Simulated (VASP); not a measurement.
## LiH (distorted zincblende): a PBE single-point calculation in VASP

INCAR

```
LCHARG = .TRUE.
ISMEAR = -1
ISIF = 2
EDIFF = 1E-7
NSW = 0
NBANDS = 9
IBRION = -1
LREAL = .FALSE.
LELF = .TRUE.
ENCUT = 520
NELM = 120
LASPH = .TRUE.
SIGMA = 0.02
LWAVE = .FALSE.
GGA = PE
PREC = Accurate
```

KPOINTS

```
KPOINTS created by Atomic Simulation Environment
0
Gamma
8 8 8
0 0 0
```

POSCAR

```
Li H
 1.0000000000000000
    -0.0028000000000000    2.0501000000000000    2.0228000000000002
     2.1105000000000000   -0.0406000000000000    2.0606000000000000
     2.1770999999999998    2.1545000000000001   -0.1071000000000000
 Li  H
   1   1
Cartesian
  0.0473446400000000  0.0435738700000000  0.0285381600000000
  1.0677846300000000  1.1054344400000002  0.9310598200000001
```

VASP ran with the recommended PBE PAW datasets (4 valence electrons in the cell).

Command

```
mpirun -np 1 vasp_std
```

OSZICAR

```
N       E                     dE             d eps       ncg     rms          rms(c)
DAV:   1    -0.858957927703E+00   -0.85896E+00   -0.14557E+03  4704   0.406E+02
DAV:   2    -0.624652260063E+01   -0.53876E+01   -0.53588E+01  6577   0.574E+01
DAV:   3    -0.634777060409E+01   -0.10125E+00   -0.10120E+00  5561   0.678E+00
DAV:   4    -0.634875200994E+01   -0.98141E-03   -0.98132E-03  6341   0.556E-01
DAV:   5    -0.634875869069E+01   -0.66808E-05   -0.66806E-05  5516   0.336E-02    0.335E+00
DAV:   6    -0.607138644047E+01    0.27737E+00   -0.26144E-01  4947   0.146E+00    0.164E+00
DAV:   7    -0.599227732277E+01    0.79109E-01   -0.29791E-01  5397   0.176E+00    0.292E-01
DAV:   8    -0.599748338275E+01   -0.52061E-02   -0.11185E-02  5373   0.542E-01    0.530E-02
DAV:   9    -0.599745286601E+01    0.30517E-04   -0.24348E-04  6013   0.719E-02    0.882E-03
DAV:  10    -0.599745625743E+01   -0.33914E-05   -0.11255E-05  5781   0.229E-02    0.503E-03
DAV:  11    -0.599745593296E+01    0.32447E-06   -0.15770E-06  6558   0.364E-03    0.618E-04
DAV:  12    -0.599745605812E+01   -0.12516E-06   -0.25940E-08  3495   0.118E-03    0.314E-04
DAV:  13    -0.599745606032E+01   -0.21944E-08   -0.53866E-09  2582   0.424E-04
   1 F= -.59974561E+01 E0= -.59974561E+01  d E =-.271210E-15
```

From OUTCAR

```
k-points           NKPTS =    260   k-points in BZ     NKDIM =    260   number of bands    NBANDS=      9

   NELECT =       4.0000    total number of electrons

   dimension x,y,z NGX =    24 NGY =   24 NGZ =   24
   dimension x,y,z NGXF=    48 NGYF=   48 NGZF=   48

  energy-cutoff  :      520.00
  volume of cell :       19.05
      direct lattice vectors                 reciprocal lattice vectors
    -0.002800000  2.050100000  2.022800000    -0.232826435  0.247365040  0.243338450
     2.110500000 -0.040600000  2.060600000     0.240305596 -0.231163581  0.234616034
     2.177100000  2.154500000 -0.107100000     0.226072815  0.224410160 -0.227125897

 k-points in reciprocal lattice and weights: KPOINTS created by Atomic Simulation Env
   0.00000000  0.00000000  0.00000000       0.002
   0.12500000  0.00000000 -0.00000000       0.004
   0.25000000  0.00000000 -0.00000000       0.004
   0.37500000  0.00000000 -0.00000000       0.004
   0.50000000  0.00000000 -0.00000000       0.002
  -0.00000000  0.12500000  0.00000000       0.004
   0.12500000  0.12500000 -0.00000000       0.004
   0.25000000  0.12500000 -0.00000000       0.004
   ...

 E-fermi :  -0.8857

 k-point     1 :       0.0000    0.0000    0.0000
  band No.  band energies     occupation
      1     -44.8310      2.00000
      2      -5.3218      2.00000
      3      11.4986      0.00000
      4      15.3182      0.00000
      5      16.5161      0.00000
      6      16.7881      0.00000
      7      17.3874      0.00000
      8      18.9680      0.00000
      9      19.8511      0.00000

 k-point     2 :       0.1250    0.0000   -0.0000
  band No.  band energies     occupation
      1     -44.8266      2.00000
      2      -5.0607      2.00000
      3      10.4334      0.00000
      4      14.1043      0.00000
      5      14.9270      0.00000
      6      15.7680      0.00000
      7      18.8035      0.00000
      8      20.3137      0.00000
      9      22.8501      0.00000

 k-point     3 :       0.2500    0.0000   -0.0000
  band No.  band energies     occupation
      1     -44.8159      2.00000
      2      -4.2974      2.00000
      3       7.2846      0.00000
      4      13.2847      0.00000
      5      14.2072      0.00000
      6      15.0631      0.00000
      7      19.2537      0.00000
      8      19.8477      0.00000
      9      21.3180      0.00000

 k-point     4 :       0.3750    0.0000   -0.0000
  band No.  band energies     occupation
      1     -44.8052      2.00000
      2      -3.1796      2.00000
      3       4.2754      0.00000
      4      12.9997      0.00000
      5      13.8167      0.00000
      6      14.9500      0.00000
      7      17.6850      0.00000
      8      18.4704      0.00000
      9      21.0588      0.00000

 k-point     5 :       0.5000    0.0000   -0.0000
  band No.  band energies     occupation
      1     -44.8008      2.00000
      2      -2.4584      2.00000
      3       2.8873      0.00000
      4      12.9346      0.00000
      5      13.7470      0.00000
      6      14.8699      0.00000
      7      16.9977      0.00000
      8      17.9185      0.00000
      9      21.3822      0.00000

 k-point     6 :      -0.0000    0.1250    0.0000
  band No.  band energies     occupation
      1     -44.8272      2.00000
      2      -5.0646      2.00000
      3      10.0224      0.00000
      4      13.9805      0.00000
      5      15.5237      0.00000
      6      16.0543      0.00000
      7      18.8233      0.00000
      8      20.7999      0.00000
      9      22.1512      0.00000

 k-point     7 :       0.1250    0.1250   -0.0000
  band No.  band energies     occupation
      1     -44.8255      2.00000
      2      -4.9805      2.00000
      3      10.1588      0.00000
      4      13.3938      0.00000
      5      14.1915      0.00000
      6      16.0887      0.00000
      7      19.8307      0.00000
      8      20.5933      0.00000
      9      21.9638      0.00000

 k-point     8 :       0.2500    0.1250   -0.0000
  band No.  band energies     occupation
      1     -44.8167      2.00000
      2      -4.3863      2.00000
      3       8.2497      0.00000
      4      11.9592      0.00000
      5      13.3821      0.00000
      6      15.6196      0.00000
      7      18.2833      0.00000
      8      20.9749      0.00000
      9      22.7467      0.00000

 k-point     9 :       0.3750    0.1250   -0.0000
  band No.  band energies     occupation
      1     -44.8061      2.00000
      2      -3.3651      2.00000
      3       5.2712      0.00000
      4      11.4379      0.00000
      5      12.8596      0.00000
      6      14.5784      0.00000
      7      18.4406      0.00000
      8      20.7041      0.00000
      9      22.3013      0.00000

 k-point    10 :       0.5000    0.1250   -0.0000
  band No.  band energies     occupation
      1     -44.7998      2.00000
      2      -2.3763      2.00000
      3       3.2404      0.00000
      4      11.4719      0.00000
      5      12.0507      0.00000
      6      14.4095      0.00000
      7      18.7318      0.00000
      8      19.6350      0.00000
      9      23.0029      0.00000

 k-point    11 :      -0.3750    0.1250    0.0000
  band No.  band energies     occupation
      1     -44.8015      2.00000
      2      -2.6305      2.00000
      3       3.6841      0.00000
      4      11.0511      0.00000
      5      12.7341      0.00000
      6      14.7750      0.00000
      7      18.2870      0.00000
      8      19.3449      0.00000
      9      23.5555      0.00000

 k-point    12 :      -0.2500    0.1250    0.0000
  band No.  band energies     occupation
      1     -44.8102      2.00000
      2      -3.7336      2.00000
      3       6.0960      0.00000
      4      11.2118      0.00000
      5      13.9282      0.00000
      6      15.2914      0.00000
      7      18.3758      0.00000
      8      19.3645      0.00000
      9      22.5993      0.00000

 k-point    13 :      -0.1250    0.1250    0.0000
  band No.  band energies     occupation
      1     -44.8209      2.00000
      2      -4.6340      2.00000
      3       8.6672      0.00000
      4      12.6870      0.00000
      5      14.2471      0.00000
      6      16.1518      0.00000
      7      18.9211      0.00000
      8      20.2164      0.00000
      9      21.3691      0.00000

 k-point    14 :      -0.0000    0.2500    0.0000
  band No.  band energies     occupation
      1     -44.8181      2.00000
      2      -4.3118      2.00000
      3       6.7157      0.00000
      4      13.3079      0.00000
      5      15.0320      0.00000
      6      15.3651      0.00000
      7      19.0715      0.00000
      8      20.4869      0.00000
      9      21.4806      0.00000

 k-point    15 :       0.1250    0.2500    0.0000
  band No.  band energies     occupation
      1     -44.8183      2.00000
      2      -4.3977      2.00000
      3       7.7738      0.00000
      4      11.9575      0.00000
      5      13.6977      0.00000
      6      15.8532      0.00000
      7      18.8438      0.00000
      8      21.3944      0.00000
      9      23.0423      0.00000

 k-point    16 :       0.2500    0.2500   -0.0000
  band No.  band energies     occupation
      1     -44.8123      2.00000
      2      -3.9943      2.00000
      3       8.1851      0.00000
      4      10.8973      0.00000
      5      11.7054      0.00000
      6      14.0769      0.00000
      7      16.7664      0.00000
      8      23.9449      0.00000
      9      25.7684      0.00000

 k-point    17 :       0.3750    0.2500   -0.0000
  band No.  band energies     occupation
      1     -44.8036      2.00000
      2      -3.1563      2.00000
      3       6.4778      0.00000
      4       9.9811      0.00000
      5      10.6432      0.00000
      6      13.0252      0.00000
      7      17.2040      0.00000
      8      24.3186      0.00000
      9      25.3517      0.00000

 k-point    18 :       0.5000    0.2500   -0.0000
  band No.  band energies     occupation
      1     -44.7973      2.00000
      2      -2.1588      2.00000
      3       4.3022      0.00000
      4       8.8925      0.00000
      5      10.2666      0.00000
      6      13.7494      0.00000
      7      18.8472      0.00000
      8      22.9503      0.00000
      9      24.5491      0.00000

 k-point    19 :      -0.3750    0.2500    0.0000
  band No.  band energies     occupation
      1     -44.7971      2.00000
      2      -1.9124      2.00000
      3       3.6084      0.00000
      4       8.3571      0.00000
      5      11.0655      0.00000
      6      14.3738      0.00000
      7      19.7468      0.00000
      8      22.3578      0.00000
      9      24.1769      0.00000

 ...

  Total        0.1191726      0.1646036      0.1345208      0.0457781      0.4419868      0.1669454
  in kB       10.0231639     13.8441916     11.3140402      3.8502206     37.1738503     14.0411516
  external PRESSURE =      11.7271319 kB  Pullay stress =       0.0000000 kB

 POSITION                                       TOTAL-FORCE (eV/Angst)
 -----------------------------------------------------------------------------------
      0.04734      0.04357      0.02854        -0.255320     -0.070409     -0.177873
      1.06778      1.10543      0.93106         0.255320      0.070409      0.177873
 -----------------------------------------------------------------------------------
    total drift:                                0.000220     -0.000167     -0.000169

  FREE ENERGIE OF THE ION-ELECTRON SYSTEM (eV)
  ---------------------------------------------------
  free  energy   TOTEN  =        -5.9974560603 eV

  energy  without entropy=       -5.9974560603  energy(sigma->0) =       -5.99745606
```

```json
{"gap between bands v and c on the k mesh": "3.87 eV", "least direct gap on the k mesh": "4.83 eV", "pressure": "1.2 GPa", "largest force": "0.32 eV/Å"}
```

Band v is the last that the valence electrons fill when counted band by band, and c is the next.

The run took about 12 s on one core of a shared host (Intel Xeon 6975P-C) and held 0.16 GiB at most.
